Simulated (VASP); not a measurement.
A run of VASP 6.6.1 is set up as follows.

Contents of INCAR:

```
ALGO = Normal ; EDIFF = 1E-6
ENCUT = 900 ; GGA = PS
ISIF = 2 ; ISMEAR = 0
LASPH = T ; LCHARG = T
LELF = T ; LREAL = F
LVHAR = T ; LWAVE = F
NELM = 100 ; PREC = Accurate
SIGMA = 0.02
```

File KPOINTS:

```
k-points
0
Gamma
  12 12 6
```

File POSCAR:

```
BN
1.0
    2.5416900000      0.0000000000      0.0000000000
   -1.2708500000      2.2011700000      0.0000000000
    0.0000000000      0.0000000000      4.2041500000
B N
2 2
Direct
    0.6666700000      0.3333300000      0.9997200000
    0.3333300000      0.6666700000      0.4997200000
    0.6666700000      0.3333300000      0.6252800000
    0.3333300000      0.6666700000      0.1252800000
```

Potentials or basis: VASP PAW PBE potentials, release 64 (B_h, N_h).

The run is started by

```console
$ cat potpaw_PBE.64/B_h/POTCAR potpaw_PBE.64/N_h/POTCAR > POTCAR
$ mpirun -np 1 vasp_std > vasp.out
```

(1) What does it give for the band gap on the k mesh?

(2) Estimate the pressure.

Results:

(1) 4.95 eV, indirect (least direct gap 8.23 eV).

(2) -0.6 GPa.

Caveat: the cutoff is under 1.25 times the usual one of these potentials, so pressure, stress and relaxed cells hold a basis-set (Pulay) error; the PAW data sets were made with another functional, which shifts forces and pressure a little.
